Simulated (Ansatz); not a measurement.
# In: eigenvalues along the path

```
CELL_PARAMETERS angstrom
-1.62615 1.62615 2.47395
1.62615 -1.62615 2.47395
1.62615 1.62615 -2.47395
ATOMIC_POSITIONS crystal
In 0.00000 0.00000 0.00000
```

The geometry is COD entry 9017523, unchecked; take it as a test cell.

Spin–orbit coupling is left out, though it moves levels of the heavy atoms by tenths of an eV or more.

Method: DFT, LDA, all-electron LAPW, scalar-relativistic in Ansatz 0.2.0.

Numerical set-up: a Γ-centred 14×14×14 k mesh, Fermi–Dirac smearing of 0.05 eV, basis error target 0.5 meV/atom, no spin polarisation.

Path points, in fractions of the reciprocal vectors: Γ (0.000, 0.000, 0.000), X (0.000, 0.000, 0.500), P (0.250, 0.250, 0.250), N (0.000, 0.500, 0.000), M (0.500, 0.500, -0.500), S (0.358, 0.642, -0.358), S0 (-0.358, 0.358, 0.358). Levels in eV from the Fermi level; bands 5 to 13, counted from the lowest band of the run. The gap is zero.

```
# k(1/Å) point b5 b6 b7 b8 b9 b10 b11 b12 b13
0.000 Γ -14.62 -14.52 -14.52 -14.43 -14.33 -9.60 10.39 10.39 10.54
0.098 - -14.62 -14.52 -14.51 -14.43 -14.33 -9.56 10.11 10.23 10.27
0.195 - -14.60 -14.53 -14.50 -14.43 -14.34 -9.44 9.47 9.65 9.83
0.293 - -14.57 -14.54 -14.49 -14.42 -14.35 -9.25 8.70 8.90 9.29
0.390 - -14.56 -14.54 -14.47 -14.42 -14.35 -8.97 7.91 8.13 8.68
0.488 - -14.59 -14.49 -14.44 -14.44 -14.35 -8.62 7.15 7.40 8.01
0.585 - -14.61 -14.47 -14.44 -14.41 -14.34 -8.18 6.43 6.70 7.26
0.683 - -14.64 -14.50 -14.39 -14.38 -14.32 -7.66 5.77 6.07 6.36
0.781 - -14.66 -14.54 -14.34 -14.33 -14.30 -7.07 5.18 5.28 5.51
0.878 - -14.69 -14.57 -14.31 -14.29 -14.28 -6.39 4.09 4.66 5.02
0.976 - -14.71 -14.61 -14.28 -14.27 -14.23 -5.64 2.84 4.23 4.62
1.073 - -14.73 -14.64 -14.26 -14.25 -14.19 -4.80 1.60 3.89 4.30
1.171 - -14.75 -14.66 -14.25 -14.24 -14.16 -3.90 0.39 3.65 4.07
1.268 - -14.76 -14.68 -14.24 -14.22 -14.14 -2.93 -0.77 3.50 3.93
1.366 X -14.76 -14.68 -14.24 -14.22 -14.13 -1.97 -1.79 3.45 3.88
1.411 - -14.76 -14.68 -14.24 -14.22 -14.13 -1.96 -1.79 3.40 3.84
1.457 - -14.75 -14.68 -14.24 -14.23 -14.13 -1.93 -1.78 3.27 3.71
1.502 - -14.74 -14.67 -14.24 -14.24 -14.13 -1.88 -1.76 3.07 3.52
1.547 - -14.73 -14.67 -14.25 -14.25 -14.13 -1.81 -1.73 2.82 3.30
1.593 - -14.72 -14.66 -14.27 -14.26 -14.13 -1.72 -1.70 2.54 3.07
1.638 - -14.70 -14.65 -14.28 -14.27 -14.13 -1.67 -1.61 2.25 2.84
1.684 - -14.69 -14.64 -14.31 -14.27 -14.13 -1.63 -1.47 1.94 2.61
1.729 - -14.67 -14.63 -14.33 -14.28 -14.13 -1.59 -1.33 1.64 2.41
1.774 - -14.64 -14.62 -14.36 -14.29 -14.13 -1.54 -1.16 1.33 2.22
1.820 - -14.62 -14.61 -14.39 -14.30 -14.13 -1.50 -0.97 1.03 2.06
1.865 - -14.60 -14.59 -14.41 -14.31 -14.13 -1.47 -0.77 0.74 1.93
1.910 - -14.60 -14.56 -14.44 -14.32 -14.13 -1.44 -0.56 0.45 1.83
1.956 - -14.59 -14.53 -14.47 -14.32 -14.13 -1.43 -0.32 0.18 1.77
2.001 P -14.59 -14.50 -14.50 -14.32 -14.13 -1.42 -0.08 -0.08 1.75
2.070 - -14.59 -14.51 -14.50 -14.32 -14.14 -1.59 -0.21 0.14 1.92
2.139 - -14.59 -14.51 -14.49 -14.32 -14.15 -1.95 -0.52 0.63 2.31
2.208 - -14.58 -14.52 -14.47 -14.33 -14.16 -2.33 -0.90 1.22 2.83
2.277 - -14.58 -14.53 -14.45 -14.34 -14.18 -2.69 -1.28 1.89 3.40
2.346 - -14.57 -14.54 -14.43 -14.35 -14.19 -3.03 -1.65 2.60 4.01
2.415 - -14.56 -14.55 -14.40 -14.38 -14.20 -3.32 -1.99 3.36 4.64
2.484 - -14.57 -14.55 -14.41 -14.37 -14.21 -3.59 -2.30 4.15 5.28
2.553 - -14.58 -14.54 -14.45 -14.34 -14.21 -3.81 -2.57 4.96 5.89
2.622 - -14.59 -14.53 -14.49 -14.31 -14.21 -4.00 -2.81 5.80 6.45
2.691 - -14.60 -14.52 -14.52 -14.29 -14.21 -4.15 -3.01 6.64 6.90
2.760 - -14.61 -14.55 -14.51 -14.27 -14.20 -4.26 -3.16 7.19 7.46
2.829 - -14.62 -14.57 -14.51 -14.25 -14.20 -4.35 -3.28 7.34 8.20
2.898 - -14.62 -14.58 -14.50 -14.24 -14.20 -4.40 -3.35 7.40 8.78
2.967 N -14.62 -14.59 -14.50 -14.24 -14.20 -4.41 -3.37 7.41 9.00
3.050 - -14.62 -14.59 -14.50 -14.24 -14.21 -4.83 -2.89 7.44 9.01
3.132 - -14.62 -14.58 -14.50 -14.25 -14.22 -5.49 -2.07 7.52 9.04
3.215 - -14.61 -14.58 -14.49 -14.26 -14.24 -6.14 -1.15 7.65 9.09
3.297 - -14.60 -14.57 -14.48 -14.28 -14.26 -6.74 -0.16 7.83 9.16
3.380 - -14.60 -14.56 -14.48 -14.29 -14.29 -7.29 0.88 8.06 9.24
3.462 - -14.59 -14.55 -14.47 -14.32 -14.31 -7.78 1.97 8.32 9.35
3.545 - -14.59 -14.54 -14.47 -14.35 -14.33 -8.21 3.10 8.61 9.48
3.628 - -14.59 -14.53 -14.47 -14.38 -14.33 -8.58 4.27 8.93 9.63
3.710 - -14.59 -14.53 -14.48 -14.40 -14.34 -8.89 5.48 9.27 9.79
3.793 - -14.60 -14.52 -14.49 -14.42 -14.34 -9.15 6.70 9.61 9.95
3.875 - -14.61 -14.52 -14.50 -14.43 -14.33 -9.35 7.92 9.94 10.11
3.958 - -14.62 -14.52 -14.51 -14.43 -14.33 -9.49 9.09 10.22 10.25
4.040 - -14.62 -14.52 -14.51 -14.43 -14.33 -9.57 10.03 10.35 10.43
4.123 Γ -14.62 -14.52 -14.52 -14.43 -14.33 -9.60 10.39 10.39 10.54
4.214 - -14.63 -14.51 -14.51 -14.44 -14.33 -9.57 10.18 10.18 10.41
4.304 - -14.63 -14.50 -14.50 -14.44 -14.32 -9.46 9.68 9.68 10.03
4.395 - -14.64 -14.48 -14.48 -14.45 -14.32 -9.30 9.05 9.05 9.43
4.486 - -14.66 -14.47 -14.46 -14.46 -14.31 -9.06 8.39 8.39 8.60
4.576 - -14.67 -14.49 -14.43 -14.43 -14.30 -8.75 7.54 7.75 7.75
4.667 - -14.69 -14.52 -14.40 -14.40 -14.29 -8.37 6.35 7.14 7.14
4.758 - -14.71 -14.54 -14.36 -14.36 -14.28 -7.92 5.09 6.59 6.59
4.849 - -14.73 -14.57 -14.32 -14.32 -14.26 -7.40 3.84 6.09 6.09
4.939 - -14.75 -14.60 -14.29 -14.29 -14.25 -6.82 2.61 5.66 5.66
5.030 - -14.77 -14.63 -14.26 -14.26 -14.24 -6.16 1.41 5.30 5.30
5.121 - -14.78 -14.65 -14.23 -14.23 -14.23 -5.44 0.26 5.02 5.02
5.211 - -14.79 -14.66 -14.23 -14.21 -14.21 -4.65 -0.83 4.81 4.81
5.302 - -14.80 -14.67 -14.22 -14.20 -14.20 -3.80 -1.86 4.69 4.69
5.393 M -14.80 -14.68 -14.22 -14.19 -14.19 -3.05 -2.68 4.65 4.65
5.432 - -14.80 -14.68 -14.22 -14.19 -14.19 -3.04 -2.67 4.56 4.66
5.471 - -14.80 -14.67 -14.23 -14.20 -14.19 -3.03 -2.65 4.31 4.68
5.510 - -14.79 -14.67 -14.23 -14.20 -14.19 -3.01 -2.61 3.96 4.72
5.550 - -14.78 -14.66 -14.23 -14.21 -14.20 -2.98 -2.55 3.55 4.77
5.589 - -14.77 -14.66 -14.24 -14.22 -14.20 -2.95 -2.48 3.11 4.83
5.628 - -14.76 -14.65 -14.24 -14.23 -14.20 -2.90 -2.40 2.65 4.92
5.667 - -14.75 -14.64 -14.25 -14.24 -14.21 -2.86 -2.30 2.19 5.01
5.706 - -14.74 -14.62 -14.26 -14.26 -14.21 -2.80 -2.19 1.73 5.12
5.745 - -14.73 -14.60 -14.27 -14.27 -14.21 -2.75 -2.06 1.28 5.24
5.785 - -14.72 -14.58 -14.29 -14.28 -14.22 -2.69 -1.92 0.85 5.38
5.824 - -14.71 -14.56 -14.31 -14.29 -14.22 -2.64 -1.76 0.44 5.53
5.863 - -14.70 -14.54 -14.33 -14.30 -14.23 -2.61 -1.59 0.07 5.70
5.902 - -14.69 -14.52 -14.35 -14.31 -14.24 -2.61 -1.41 -0.26 5.87
5.941 S -14.68 -14.49 -14.37 -14.32 -14.24 -2.66 -1.21 -0.51 6.06
6.050 - -14.67 -14.46 -14.39 -14.34 -14.25 -2.99 -1.44 0.06 6.40
6.158 - -14.65 -14.48 -14.38 -14.36 -14.25 -3.41 -1.99 1.29 6.83
6.267 - -14.63 -14.52 -14.41 -14.31 -14.25 -3.77 -2.47 2.66 7.33
6.376 - -14.62 -14.56 -14.45 -14.27 -14.25 -4.05 -2.86 4.09 7.88
6.484 - -14.61 -14.58 -14.48 -14.24 -14.23 -4.25 -3.14 5.52 8.41
6.593 - -14.62 -14.59 -14.49 -14.24 -14.21 -4.37 -3.31 6.80 8.83
6.701 - -14.62 -14.59 -14.50 -14.24 -14.20 -4.41 -3.37 7.41 9.00
6.810 - -14.62 -14.59 -14.49 -14.24 -14.21 -4.37 -3.31 6.80 8.83
6.918 - -14.61 -14.58 -14.48 -14.24 -14.23 -4.25 -3.14 5.52 8.41
7.027 - -14.62 -14.56 -14.45 -14.27 -14.25 -4.05 -2.86 4.09 7.88
7.135 - -14.63 -14.52 -14.41 -14.31 -14.25 -3.77 -2.47 2.66 7.33
7.244 - -14.65 -14.48 -14.38 -14.36 -14.25 -3.41 -1.99 1.29 6.83
7.352 - -14.67 -14.46 -14.39 -14.34 -14.25 -2.99 -1.44 0.06 6.40
7.461 S0 -14.68 -14.49 -14.37 -14.32 -14.24 -2.66 -1.21 -0.51 6.06
7.560 - -14.66 -14.43 -14.41 -14.34 -14.26 -3.09 -0.73 -0.67 6.59
7.659 - -14.64 -14.46 -14.37 -14.37 -14.29 -3.85 -0.47 -0.04 7.18
7.757 - -14.62 -14.49 -14.39 -14.33 -14.31 -4.70 0.03 0.65 7.83
7.856 - -14.60 -14.52 -14.40 -14.34 -14.30 -5.52 0.67 1.41 8.53
7.955 - -14.58 -14.54 -14.40 -14.36 -14.28 -6.28 1.43 2.24 9.24
8.054 - -14.57 -14.56 -14.40 -14.39 -14.29 -6.98 2.30 3.13 9.94
8.153 - -14.56 -14.56 -14.41 -14.40 -14.31 -7.60 3.25 4.07 10.54
8.251 - -14.56 -14.55 -14.44 -14.39 -14.33 -8.13 4.29 5.06 10.91
8.350 - -14.56 -14.55 -14.46 -14.38 -14.36 -8.59 5.40 6.11 11.00
8.449 - -14.57 -14.54 -14.48 -14.39 -14.36 -8.95 6.57 7.19 10.88
8.548 - -14.58 -14.53 -14.50 -14.41 -14.35 -9.24 7.76 8.29 10.70
8.647 - -14.60 -14.52 -14.51 -14.43 -14.34 -9.44 8.93 9.36 10.54
8.746 - -14.62 -14.52 -14.51 -14.43 -14.33 -9.56 9.93 10.23 10.42
8.844 Γ -14.62 -14.52 -14.52 -14.43 -14.33 -9.60 10.39 10.39 10.54
```
